Question

Zinc selenide is a semiconductor. Its gap, the energy between the highest filled and the lowest empty electron state, decides which light it absorbs. The table gives this gap for one crystal under eight approximations to exchange and correlation. LDA and the GGAs are semilocal: their potential at a point depends on the electron density there and, for a GGA, on how fast the density varies. The hybrids replace a fraction of the semilocal exchange by exact exchange, computed from the orbitals themselves.

Density-functional calculations with VASP for zincblende ZnSe in one fixed cell, with a plane-wave cutoff of 520 eV and a smearing width of 0.05 eV, without spin polarisation or spin-orbit coupling. The gap is the difference between the lowest empty and the highest filled orbital energy, read along the band path.

```
  method    rung                            potentials             k mesh  gap (eV)
     LDA     LDA  VASP PAW LDA potentials, recommended  8x8x8 2-atom cell     1.068
    BLYP     GGA  VASP PAW PBE potentials, recommended  8x8x8 2-atom cell     1.274
  PBEsol     GGA  VASP PAW PBE potentials, recommended  8x8x8 2-atom cell     1.171
    PW91     GGA  VASP PAW PBE potentials, recommended  8x8x8 2-atom cell     1.281
    RPBE     GGA  VASP PAW PBE potentials, recommended  8x8x8 2-atom cell     1.452
  revPBE     GGA  VASP PAW PBE potentials, recommended  8x8x8 2-atom cell     1.408
PBE-EpsX  hybrid  VASP PAW PBE potentials, recommended  4x4x4 2-atom cell     2.206
    PBE0  hybrid  VASP PAW PBE potentials, recommended  4x4x4 2-atom cell     3.109
```

Both edges of the gap lie at Γ, the centre of the Brillouin zone. The second empty level at Γ gives a further clue. Counted from the top of the filled valence band, it lies at 5.702 eV in LDA, 5.855 eV in RPBE, 6.744 eV in PBE-EpsX and 7.670 eV in PBE0.

The fraction of exact exchange is 0.1286 in PBE-EpsX and 0.25 in PBE0. PBE-EpsX takes its fraction as the inverse of the electronic dielectric constant, for which 7.8 was used. For comparison with measurement, use a gap of roughly 2.8 eV and a dielectric constant of roughly 6; both are rough recalled values.

(a) Does the agreement among the semilocal methods support their gaps?

(b) Does going from LDA to RPBE make the same kind of change as adding exact exchange?

(c) Explain why exact exchange changes the gap, and estimate the PBE-EpsX gap from the PW91 and PBE0 rows.

(d) Does a fraction taken from the dielectric constant give the right gap? Account for any difference.


Model answer

(a) It does not. The calculations leave out spin-orbit coupling, which lowers the real gap by about 0.1 eV, so the fair target is about 2.9 eV. The best semilocal gap falls short of it by about 1.5 eV, whereas the six semilocal gaps differ among themselves by at most 0.38 eV. The methods agree because they share an error, and their spread measures only how much that error varies with the formula.

The table gives a warning even to a reader who has no measured gap. The step from the highest semilocal gap, that of RPBE, to PBE-EpsX is 0.75 eV, about twice the whole semilocal spread. The step to a hybrid therefore changes the result more than any choice among the semilocal formulas does. This alone does not show which kind of method is right, but it does show that the semilocal spread is no error bar.

(b) The second empty level shows that the two changes differ. From LDA to RPBE the gap grows by 0.384 eV, but the second level rises by only 5.855 − 5.702 = 0.153 eV. The change acts mainly on the lowest empty state. LDA was run with its own atomic potentials, but a start from PBEsol, which shares its potentials with RPBE, gives the same picture: the second level moves less than half as far as the first.

Between the two hybrids, the gap grows by 0.903 eV and the second level rises by 7.670 − 6.744 = 0.926 eV. Here the two empty levels move almost together, away from the filled band. The step from LDA to RPBE mainly retunes one state, while exact exchange separates the filled states from the empty ones.

Not every pair of semilocal methods shows this lag. From PBEsol to BLYP the gap grows by 0.103 eV and the second level rises by 0.115 eV, so both move together, but only slightly. The hybrids stand out by the size of the common shift as well as by its evenness.

The lowest empty state in a crystal of this type is s-like, and the next is p-like. An s-like state has more of its weight close to the nuclei than a p-like one, and there the density varies steeply and gradient corrections are large. This is a possible reason why it responds most on the way from LDA to RPBE, though the table does not test it.

(c) The gap is the energy needed to remove an electron from the crystal, less the energy released when one is added from outside. In exact Kohn-Sham theory it has two parts:

E_gap = ε_c − ε_v + Δ

Here ε_v is the energy of the highest filled orbital and ε_c that of the lowest empty one. The term Δ, called the derivative discontinuity, is a sudden upward jump of the exact potential once an electron is added to the full valence band.

A semilocal potential cannot make this jump. One extra electron spread over a large crystal hardly changes the density at any point, and a potential that follows the density smoothly then hardly changes either. In a semilocal calculation, removing and adding an electron therefore gives no more than the orbital gap, and Δ is missing. A new gradient formula alters ε_c − ε_v somewhat but leaves this defect in place, which helps to explain why none of the GGAs here comes near the target.

Exact exchange treats filled and empty states differently. In an atom, it removes the repulsion that a filled orbital would otherwise exert on itself, while an electron in an empty orbital feels the repulsion of all the others. In a crystal, the same distinction holds between the valence band as a whole and the empty bands. The valence states themselves belong to the filled set, so exchange with that set binds them strongly. The empty states overlap less with it and gain less. The semilocal exchange that is replaced makes no such distinction, because it is one and the same potential for all states, and so the gap opens.

A hybrid thus brings part of Δ into the orbital energies. Δ itself is one constant for all empty states. Exact exchange acts on each orbital separately, so its shifts need not be equal, but if it largely imitates Δ, they should be similar. The pattern found in (b) for the hybrids fits this expectation.

To make an estimate, let a be the fraction of exact exchange. The hybrid potential is the semilocal one plus a times the difference between exact and semilocal exchange. If the orbitals themselves change little, first-order perturbation theory shifts each level in proportion to a, and so the gap follows a straight line:

E(a) = E(0) + a D

D is the difference between the shift of the lowest empty level and that of the highest filled level, per unit of a. Both hybrids are built on PBE, and PW91 is a close relative of PBE, so PW91 can serve as the point a = 0. PBE0 supplies the second point:

D = (3.109 − 1.281) eV / 0.25 = 7.31 eV

E(0.1286) = 1.281 eV + 0.1286 × 7.31 eV = 2.22 eV

The computed PBE-EpsX gap, which played no part in fixing the line, is 2.21 eV. The straight line is therefore a good guide between these two points. In practical terms, each further hundredth of exact exchange opens the gap of this crystal by about 0.07 eV.

One kind of error would escape this test. The hybrids were run on a coarser k mesh than the semilocal methods, and a mesh error in the exact exchange that grew in proportion to a would merely change the slope. The agreement supports the straight line, not the absolute accuracy of the hybrid gaps.

(d) The gap is better than any semilocal one, but it is still about 0.7 eV below the target. The idea behind the fraction is sound. Exact exchange in its bare form ignores that the other electrons of the crystal rearrange and screen the interaction. At long range, screening weakens it by the dielectric constant, which suggests the fraction

a = 1 / 7.8 ≈ 0.13

The first weakness lies in the dielectric constant. The value used exceeds the measured one, which means that the model crystal screens too strongly and receives too little exact exchange. Such an excess is typical of semilocal calculations: when the gap is too small, electrons are too easily polarised across it. If the value used here came from such a calculation, which is likely, the semilocal error has entered the hybrid through its input.

The correction can be estimated. With a dielectric constant of 6 the fraction becomes 1/6, and a straight line between the two hybrid gaps then gives 2.49 eV. This recovers about 0.3 eV of the shortfall and leaves about 0.4 eV.

The coarse k mesh may account for part of the rest, and theory suggests a further reason. The dielectric constant describes screening over long distances. Two electrons that are close together are screened much less, because the others have no room to rearrange between them. A single fraction chosen for long range is then too small at short range.


Remarks on the reasoning

A tempting but wrong answer to (a) is to recommend RPBE because its gap is the highest of the semilocal ones. Its lead over PW91 is 0.17 eV, but both were computed in the same fixed cell, and RPBE would prefer a larger one. The pressure in that cell is about 4.6 GPa with RPBE and 2.3 GPa with PW91. The gap of ZnSe changes by roughly 0.07 eV per GPa, a recalled value, so letting both cells expand would cost RPBE about 0.16 eV more than PW91. By this estimate nearly the whole lead would vanish if each functional were used at the volume it prefers.

The answer to (b) needs care over the zero of energy. All levels are counted from the top of the valence band, so two empty levels that rise together could also mean that the valence top has fallen. It has fallen. On the program's own energy scale, which the two hybrid runs nearly share because cell and atomic potentials are the same, slightly more than half of the opening between them is a fall of the valence top. Zinc may contribute to this fall. Its filled 3d states push the valence top upwards, and the push weakens as they sink. Between the two hybrids the highest of them at Γ drops from 7.1 to 7.9 eV below the valence top. The levels used here do not reveal how much of the opening is due to this.

A good answer also refrains from declaring PBE0 correct. Its gap lies about 0.2 eV above the target, but the target is rough, and the coarse mesh may shift the computed value by an amount that was not tested. The fraction 0.25 is, moreover, the same for every material, whereas screening is not. In a semiconductor that screens more strongly than ZnSe, a fixed fraction tends to open the gap too far; in a wide-gap insulator with weak screening, it tends to open it too little.

The method of (b) carries over to other crystals. When two approximations give different gaps, compare a second empty level as well as the lowest one. If only the lowest state moves, the change is specific to that state. If the empty levels move together against the filled band, and by much more than they vary among the semilocal methods, the approximations differ in how they separate filled from empty states, and agreement among the semilocal methods then offers no protection against a common error.
